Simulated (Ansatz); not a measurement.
Task: a convergence test of the plane-wave cutoff of TaC, space group Fm-3m, with the Python package of Ansatz (0.2.0). Give the script and its output. Use (first run): PBE, PAW, cutoff 250 eV, 13×13×13 k-points, Fermi-Dirac smearing of 0.1 eV. The script varies cutoff (eV): 250, 350, 450, 550, 650.

```
CELL_PARAMETERS angstrom
0.00000 2.22300 2.22300
2.22300 0.00000 2.22300
2.22300 2.22300 0.00000
ATOMIC_POSITIONS crystal
Ta 0.00000 0.00000 0.00000
C 0.50000 0.50000 0.50000
```

`tac.py`
```python
"""Convergence of TaC with the plane-wave cutoff."""

from dataclasses import dataclass

import ansatz as az
from pymatgen.core import Lattice, Structure
from pymatgen.io.ase import AseAtomsAdaptor


@dataclass
class Options:
    occupations: str = "fermi_dirac"
    xc: str = "pbe"
    k_density: float = 5.1


opts = Options()

pmg_structure = Structure(
    Lattice([(0.0, 2.223, 2.223), (2.223, 0.0, 2.223), (2.223, 2.223, 0.0)]),
    ["Ta", "C"],
    [
        (0.0, 0.0, 0.0),
        (0.5, 0.5, 0.5),
    ],
)
tac = az.Crystal.from_ase(AseAtomsAdaptor.get_atoms(pmg_structure))

setup = (
    tac.calculation()
    .occupations(opts.occupations)
    .functional(opts.xc)
    .kpoints(density=opts.k_density)
)

rows = []
for value in [250, 350, 450, 550, 650]:
    r = setup.basis(value).run(threads=1).report
    rows.append((value, r["free_energy_ev"] / len(r["lattice"]["sites"]), r["n_iterations"], r["n_pw"]))

print(" cutoff (eV)   F/atom (eV)    iterations   plane waves")
for row in rows:
    print(f"{str(row[0]):>12s}  {row[1]:12.5f}  {row[2]:12d}  {row[3]:12d}")

# differences from the last row
for row in rows[:-1]:
    shift = 1000 * (row[1] - rows[-1][1])
    print(f"{row[0]}: {shift:+.2f} meV/atom" + ("  (within 5 meV)" if abs(shift) < 5 else ""))
```

```console
$ python tac.py
DeckWarning: basis.ecutwfc = 250 eV is below the records' recommended 420 eV, and the density's cutoff is lower with it unless basis.ecutrho_ratio is high enough to keep the records' density cutoff: compare with a run at a higher cutoff
DeckWarning: basis.ecutwfc = 350 eV is below the records' recommended 420 eV, and the density's cutoff is lower with it unless basis.ecutrho_ratio is high enough to keep the records' density cutoff: compare with a run at a higher cutoff
 cutoff (eV)   F/atom (eV)    iterations   plane waves
         250   -5091.89151             6           181
         350   -5092.17681             6           331
         450   -5092.19606             6           531
         550   -5092.19646             6           645
         650   -5092.19671             6           869
250: +305.20 meV/atom
350: +19.90 meV/atom
450: +0.65 meV/atom  (within 5 meV)
550: +0.25 meV/atom  (within 5 meV)
```
(Warnings from the package without file and line.)

From 450 eV on it stays within 5 meV an atom of the value at 650 eV; the first row (250 eV) is off by 305.2 meV and the last but one by 0.25 meV. The energy falls steadily, as expected when plane waves are added.

What to keep in mind:
- Of the deposited cell: the entry's cell lengths or inner coordinates differ somewhat from later room-temperature determinations.
- Spin-orbit coupling, which matters for elements this heavy, is left out.
- The starting cell is as deposited in a crystallographic database; the results hold for this polymorph, which needn't be the stable one.
- Shifts are counted from the last row, which is itself no proven limit.
- Run time: 6.5 s on 1 thread of Intel(R) Xeon(R) Processor @ 2.30GHz, with other jobs on the host, peak memory 0.58 GiB.
